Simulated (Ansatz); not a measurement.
## PbI2 (CdI2 type): gap against strain (isotropic on every length)

PbI2 (CdI2 type), relaxed with r2SCAN+rVV10 in the plane-wave code Ansatz, then strained (isotropic on every length; changes of length per length, axes as in the cell below) with the atoms relaxed again within the symmetry that is left. The symmetry is P-3m1 (No. 164, trigonal); a = 4.564 Å, c = 7.048 Å in the conventional setting, 42.38 Å³ an atom. Pb is surrounded by 6 I at 3.24 Å; I is surrounded by 3 Pb at 3.24 Å. The values are computed, spin-unpolarised, and not measurements.

```
Pb I
1.0
     4.56408    0.00000    0.00000
    -2.28204    3.95261    0.00000
     0.00000    0.00000    7.04751
Pb I
1 2
Direct
  0.00000 0.00000 0.00000
  0.33333 0.66667 0.26671
  0.66667 0.33333 0.73329
```

Gaps are the least over each mesh (PBE 6×6×4, r2SCAN 6×6×4 when unstrained) and the special points, which keep their unstrained names.

| strain (%) | gap, PBE (eV) | gap, r2SCAN (eV) | edges, r2SCAN |
| --- | --- | --- | --- |
| 0.0 | 2.231 | 2.626 | A |
| +1.0 | 2.280 | 2.673 | A |
| +3.0 | 2.283 | 2.670 | H → A |
| +3.9 | 2.256 | 2.638 | H → A |

Question: Estimate the row for a strain of +1.5 %.

Answer:

| strain (%) | gap, PBE (eV) | gap, r2SCAN (eV) | edges, r2SCAN |
| --- | --- | --- | --- |
| +1.5 | 2.302 | 2.695 | A |

With r2SCAN the edges change from A (direct) to H → A (indirect) between +1.5 and +3.0 %. With PBE the edges change from A (direct) to H → A (indirect) between +1.5 and +3.0 %.

Spin-orbit coupling is left out; in compounds of Pb, Bi, Tl or Hg it can lower a gap by up to about 1 eV, split its edges or invert the bands.
